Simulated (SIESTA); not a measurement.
Here is a SIESTA 5.4.2 calculation.

File run.py:

```python
from ase import Atoms
from ase.calculators.siesta import Siesta
from ase.units import Ry, GPa
from ase.optimize import BFGS
from ase.filters import FrechetCellFilter

atoms = Atoms(
    ['Ge', 'Ge'],
    cell=[
        [0.0, 2.82891, 2.82891],
        [2.82891, 0.0, 2.82891],
        [2.82891, 2.82891, 0.0],
    ],
    scaled_positions=[
        [0.75, 0.75, 0.75],
        [0.5, 0.5, 0.5],
    ],
    pbc=True,
)

fdf = {
    'SCFMustConverge': False,
    'OccupationFunction': 'FD',
    'ElectronicTemperature': '0.05 eV',
    'MaxSCFIterations': '120',
    'SCF.Mixer.Method': 'Pulay',
    'SCF.Mixer.Weight': '0.25',
    'SCF.Mixer.History': '8',
    'SCF.DM.Tolerance': '5.0e-05',
    'SCF.H.Tolerance': '1.0e-03 eV',
    'WriteForces': 'true',
    'Charge.Mulliken': 'end',
    'Charge.Hirshfeld': 'end',
    'Charge.Voronoi': 'end',
    'SaveRho': 'true',
    'SaveElectrostaticPotential': 'true',
    'PAO.Basis': ['Ge.1 4', 'n=4 0 2', '  5.972 0.000', 'n=4 1 2', '  8.196 0.000', 'n=3 2 2', '  3.189 0.000', 'n=4 2 1', '  8.196'],
}
calc = Siesta(
    label="Ge",
    command="siesta < PREFIX.fdf > PREFIX.out",
    pseudo_path="pseudos",
    pseudo_qualifier="",
    xc=('GGA', 'PBE'),
    basis_set="DZP",
    mesh_cutoff=800 * Ry,
    energy_shift=0.003 * Ry,
    kpts=[6, 6, 6],
    spin="non-polarized",
    fdf_arguments=fdf,
)
atoms.calc = calc

opt = BFGS(FrechetCellFilter(atoms), trajectory="relax.traj")
converged = opt.run(fmax=0.01, steps=40)
print("converged:", converged)
print("cell (A):", atoms.cell.cellpar().round(5))
print("scaled positions:")
print(atoms.get_scaled_positions().round(6))
print(f"energy = {atoms.get_potential_energy():.6f} eV")
free = atoms.get_potential_energy(force_consistent=True)
print(f"free energy = {free:.6f} eV")
print("forces (eV/A):")
print(atoms.get_forces(apply_constraint=False).round(6))
print("stress (GPa, Voigt order, tension positive):", (atoms.get_stress() / GPa).round(4))
```

Potentials or basis: PseudoDojo 0.4 standard (PBE files), DZP (energy shift 0.003 Ry; two zetas on semicore shells).

Launch:

```bash
$ python run.py
```

Task: Predict the space group after relaxing (to 0.05 Å).

Result: Fd-3m (No. 227).

Task: Estimate the relaxed cell.

Result: a = 4.098 Å, b = 4.098 Å, c = 4.098 Å, α = 60.00°, β = 60.00°, γ = 60.00°.

Final structure:
```
Ge
1.0
     0.00022    2.89758    2.89758
     2.89758    0.00022    2.89758
     2.89758    2.89758    0.00022
Ge
2
Direct
  0.75000 0.75000 0.75000
  0.50000 0.50000 0.50000
```

Caveat: the basis of atomic orbitals isn't converged, which shifts pressures, moduli and gaps. Zero-point motion and thermal expansion aren't in these numbers.
